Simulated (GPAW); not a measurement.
Set up this calculation in GPAW 26.7.0, as an ASE script.

```yaml
Task: single point
Functional: PBE
Potentials_or_basis: GPAW PAW data sets (gpaw-data 1.2.1)
Cutoff: 600 eV
Basis: pw
k_mesh: 8 × 8 × 8
Occupations: fermi-dirac, width 0.05 eV
Spin: no spin polarisation
Maxiter: 150
```

The structure of CdS (Hawleyite) lies in POSCAR:

```
CdS
1.0
    0.0000000000      2.9165000000      2.9165000000
    2.9165000000      0.0000000000      2.9165000000
    2.9165000000      2.9165000000      0.0000000000
Cd S
1 1
Direct
   -0.0103480000      0.0223960000     -0.0034000000
    0.7487080000      0.7471110000      0.7497450000
```

The cell isn't the ideal one: atoms moved at random, drawn with an rms of 0.05 Å.

These files were run (other wordings do the same):

run.py

```python
from ase.dft.bandgap import bandgap
from ase.io import read, write
from ase.units import GPa
from gpaw import GPAW, PW

atoms = read('POSCAR')

calc = GPAW(mode=PW(600),
            xc='PBE',
            kpts={'size': (8, 8, 8), 'gamma': True},
            occupations={'name': 'fermi-dirac', 'width': 0.05},
            nbands=18,
            convergence={'density': 1e-05, 'energy': 1e-05},
            maxiter=150,
            txt='gpaw.txt')
atoms.calc = calc
energy = atoms.get_potential_energy()
forces = atoms.get_forces()
stress = atoms.get_stress()
calc.write('gs.gpw')
write('result.traj', atoms)
print(f'Energy: {energy:.6f} eV')
print('Forces (eV/A):')
print(forces.round(4))
print('Stress (GPa):', (stress / GPa).round(3))
print('Fermi level:', round(calc.get_fermi_level(), 4), 'eV')
print(f'Gap: {bandgap(calc)[0]:.4f} eV, direct: {bandgap(calc, direct=True)[0]:.4f} eV')
```

Potentials or basis: GPAW PAW data sets (gpaw-data 1.2.1), pw.

Run with:

```console
$ OMP_NUM_THREADS=1 python run.py
```

Results of the run:

```yaml
Pressure: 2.8 GPa
Largest_force: 0.531 eV/Å
Band_gap_on_the_k_mesh: 1.12 eV, direct
```

It took 2.2 min on 1 thread of Arm Neoverse V1, with other jobs on the host, peak memory 0.36 GiB.
